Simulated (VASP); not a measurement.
Crystal: BaTiO3.

```xyz
5
Lattice="3.9998 0.0000 0.0000 0.0000 3.9998 0.0000 0.0000 0.0000 4.0180" Properties=species:S:1:pos:R:3 pbc="T T T"
Ba    0.0000    0.0000    0.0000
Ti    1.9999    1.9999    1.9688
O     1.9999    1.9999    0.0763
O     1.9999    0.0000    2.0773
O     0.0000    1.9999    2.0773
```

```yaml
Program: VASP 6.6.1
Task: relaxation of cell and atoms
Functional: r2SCAN
Potentials_or_basis: VASP PAW PBE potentials, release 64 (Ba_sv, Ti_sv, O)
Cutoff: 600 eV
k_mesh: 8 × 8 × 8
Occupations: gaussian, width 0.03 eV
Spin: no spin polarisation
```

At the start: pressure 1.0 GPa; volume 12.86 Å³/atom.

Q: Where does the relaxation end?

A: Over 14 steps the energy falls by 3.6 meV/atom and the volume is 13.08 Å³/atom (+1.8 %); space group P4mm (No. 99, to 0.05 Å).

The path:
| step | energy change (eV) | largest force (eV/Å) | pressure (GPa) | volume (Å³) |
| --- | --- | --- | --- | --- |
| 1 | 0.0000 | 0.3061 | 0.98 | 64.28 |
| 2 | -0.0077 | 0.2206 | -0.66 | 65.01 |
| 3 | -0.0080 | 0.2031 | -1.04 | 65.18 |
| 4 | -0.0126 | 0.1118 | 0.05 | 64.97 |
| 5 | -0.0127 | 0.0963 | 0.23 | 64.93 |
| 6 | -0.0145 | 0.0767 | 0.21 | 65.02 |
| 7 | -0.0164 | 0.0971 | 0.19 | 65.19 |
| 8 | -0.0165 | 0.1094 | 0.21 | 65.24 |
| 9 | -0.0174 | 0.0721 | -0.30 | 65.49 |
| 10 | -0.0174 | 0.0648 | -0.36 | 65.54 |
| 11 | -0.0178 | 0.0570 | 0.19 | 65.38 |
| 12 | -0.0178 | 0.0494 | 0.08 | 65.41 |
| 13 | -0.0179 | 0.0173 | 0.00 | 65.42 |
| 14 | -0.0179 | 0.0029 | 0.01 | 65.42 |

Final structure:
```cif
data_structure
_symmetry_space_group_name_H-M 'P 1'
_symmetry_Int_Tables_number 1
_cell_length_a 3.9873
_cell_length_b 3.9873
_cell_length_c 4.1150
_cell_angle_alpha 90.000
_cell_angle_beta 90.000
_cell_angle_gamma 90.000
_cell_volume 65.42
loop_
_atom_site_label
_atom_site_type_symbol
_atom_site_fract_x
_atom_site_fract_y
_atom_site_fract_z
_atom_site_occupancy
Ba1 Ba 0.00000 0.00000 0.99717 1
Ti1 Ti 0.50000 0.50000 0.47920 1
O1 O 0.50000 0.50000 0.03310 1
O2 O 0.50000 0.00000 0.51676 1
O3 O 0.00000 0.50000 0.51676 1
```

Caveat: the PAW data sets were made with another functional, which shifts forces and pressure a little.
